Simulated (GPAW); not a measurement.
A run of GPAW 26.7.0 is set up as follows.

The input run.py:

```python
from ase.dft.bandgap import bandgap
from ase.io import read, write
from ase.units import GPa
from gpaw import GPAW, PW

atoms = read('CdS.cif')

calc = GPAW(mode=PW(450),
            xc='LDA',
            kpts={'size': (6, 6, 3), 'gamma': True},
            occupations={'name': 'fermi-dirac', 'width': 0.05},
            setups={'S': 'v3'},
            nbands=-13,
            convergence={'density': 1e-05, 'energy': 1e-05},
            maxiter=80,
            txt='gpaw.txt')
atoms.calc = calc
energy = atoms.get_potential_energy()
forces = atoms.get_forces()
stress = atoms.get_stress()
calc.write('gs.gpw')
write('result.traj', atoms)
print(f'Energy: {energy:.6f} eV')
print('Forces (eV/A):')
print(forces.round(4))
print('Stress (GPa):', (stress / GPa).round(3))
print('Fermi level:', round(calc.get_fermi_level(), 4), 'eV')
print(f'Gap: {bandgap(calc)[0]:.4f} eV, direct: {bandgap(calc, direct=True)[0]:.4f} eV')
```

Contents of CdS.cif:

```cif
data_CdS
_cell_length_a 4.15000000
_cell_length_b 4.15000000
_cell_length_c 6.73700000
_cell_angle_alpha 90.00000000
_cell_angle_beta 90.00000000
_cell_angle_gamma 120.00000000
_space_group_name_H-M_alt 'P6_3mc'
_space_group_name_Hall 'P 6c -2c'
_space_group_IT_number 186
loop_
_space_group_symop_operation_xyz
'x,y,z'
'x-y,x,z+1/2'
'-y,x-y,z'
'-x,-y,z+1/2'
'-x+y,-x,z'
'y,-x+y,z+1/2'
'y,x,z+1/2'
'x,x-y,z'
'x-y,-y,z+1/2'
'-y,-x,z'
'-x,-x+y,z+1/2'
'-x+y,y,z'
loop_
_atom_site_label
_atom_site_type_symbol
_atom_site_symmetry_multiplicity
_atom_site_Wyckoff_symbol
_atom_site_fract_x
_atom_site_fract_y
_atom_site_fract_z
_atom_site_occupancy
Cd1 Cd 2 b 0.6666666667 0.3333333333 0.5000000000 1
S1 S 2 b 0.6666666667 0.3333333333 0.8750000000 1
```

Potentials or basis: the program's PAW data sets (release 1.2.1) made for this functional, newer versions, pw.

Run with:

```sh
$ OMP_NUM_THREADS=1 python run.py
```

**Question.** Estimate the pressure.

**Answer.** -4.2 GPa.

**Question.** Predict the largest force.

**Answer.** 0.060 eV/Å.

**Question.** What does it give for the band gap on the k mesh?

**Answer.** 0.89 eV, direct.

Forces on the atoms (eV/Å):
```
Cd   0.000  0.000 -0.060
Cd   0.000  0.000 -0.060
S    0.000  0.000  0.060
S    0.000  0.000  0.060
```

Caveat: the cutoff is short for stress and forces, so pressures can be off by a GPa or more.

**Measured values to compare with.**

“Isotope dependence of band-gap energy”, 2008, arxiv:0807.2152 quotes, for a bulk crystal of CdS: band gap 2.5809 ± 0.0002 eV.

Against the measured gap of CdS, 2.5809 eV (quoted in “Isotope dependence of band-gap energy”, 2008, arxiv:0807.2152), the calculated 0.89 eV is off by -1.69 eV. So large a miss can be the level of theory's own, or it may mean another phase, state or a wrong row. Spin-orbit coupling on Cd is left out. The value is that of LDA, without temperature or zero-point motion. Semilocal functionals fall short of measured gaps as a rule.
